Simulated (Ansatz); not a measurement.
Se vacancy in WSe2

The calculation used DFT PBE+D3(BJ), scalar-relativistic, plane waves, PAW (Ansatz 0.2.0). (420 eV cutoff, 2×2×2 k-mesh, shifted by half a step, Gaussian smearing of 0.01 eV, no spin polarisation)

Host crystal, relaxed:

```cif
data_structure
_symmetry_space_group_name_H-M 'P 1'
_symmetry_Int_Tables_number 1
_cell_length_a 3.2790
_cell_length_b 3.2790
_cell_length_c 7.0056
_cell_angle_alpha 90.000
_cell_angle_beta 90.000
_cell_angle_gamma 120.000
_cell_volume 65.23
loop_
_atom_site_label
_atom_site_type_symbol
_atom_site_fract_x
_atom_site_fract_y
_atom_site_fract_z
_atom_site_occupancy
W1 W 0.00000 0.00000 0.00000 1
Se1 Se 0.33333 0.66667 0.24056 1
Se2 Se 0.33333 0.66667 0.75944 1
```

Supercell of 48 atoms, rows in host cell vectors: 3 1 1; -1 -3 -1; 1 3 -1. Atoms relax at the host's cell, keeping the symmetry that the supercell leaves at the site. The cell is small, so energies carry finite-size errors of tenths of an eV. The host's Kohn–Sham gap is 1.25 eV. Atoms are taken from and returned to the elements' standard states. Charged cells are corrected for image charges with the computed static dielectric tensor (mean 11.2) and aligned with the host's potential at far atoms (alignment terms reach 0.94 eV; the program doubts the alignment in some charges, where it is up to 0.94 eV). No band-filling term is added, and the Fermi level counts from the host's valence band top.

Spin-orbit coupling is left out, which matters for the bands and energies of heavy elements.

Defect: Se vacancy at (0.333, 0.667, 0.241) of the host cell.

Task: What is the formation energy of the neutral defect?

Result: 2.87 eV.

Task: Does the neutral defect carry a moment, and how do its surroundings relax?

Result: The neutral run had no spin polarisation, so a moment wasn't tested. The nearest neighbours before are 3 W at 2.54 Å; after relaxation the atoms near the site are 3 W at 2.48 Å; the largest move is 0.16 Å.

Task: Charges +2, 0 were computed. Which is stable where in the gap?

Result: Among the charges computed the stable one is 0 at the valence band top and stays so across the gap. In charge +2 the extra carrier would gain by moving to a band edge of the host, so it isn't bound in the gap. In charge +2 the cell has partly filled bands: a level of the defect may be part filled, the carrier may sit in the host's bands, or levels may cross between the k points, so transitions that involve it are doubtful. Levels between neighbouring charges: (+2/0) -0.39 eV.